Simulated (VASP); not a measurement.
A run of VASP 6.6.1:

The input INCAR:

```
PREC = Accurate
ENCUT = 600
EDIFF = 1E-7
ISMEAR = 0
SIGMA = 0.1
LREAL = False
LASPH = True
NELM = 60
ALGO = Normal
ISIF = 3
LWAVE = False
LCHARG = False
METAGGA = R2SCAN
LMIXTAU = True
LUSE_VDW = True
IVDW_NL = 2
BPARAM = 11.95
CPARAM = 0.0093
IBRION = 2
NSW = 90
EDIFFG = -0.005
```

KPOINTS

```
regular mesh
0
Gamma
  20 20 20
```

Contents of POSCAR:

```
Ir
1.0
   -1.5254903000      1.5254903000      1.5254903000
    1.5254903000     -1.5254903000      1.5254903000
    1.5254903000      1.5254903000     -1.5254903000
Ir
1
Direct
    0.0000000000      0.0000000000      0.0000000000
```

Potentials or basis: VASP PAW PBE potentials, release 64 (Ir).

Command:

```console
$ cat potpaw_PBE.64/Ir/POTCAR > POTCAR
$ mpirun -np 1 vasp_std > vasp.out
```

Hardware: 1 thread of Intel(R) Xeon(R) 6975P-C (Granite Rapids), on a shared host.

Task: How long does it take, and how much memory?

Result: It took 3.6 min on 1 thread of Intel(R) Xeon(R) 6975P-C (Granite Rapids), with other jobs on the host, peak memory 0.27 GiB. Counts: scf iterations 51, k points 256, ion steps 4.
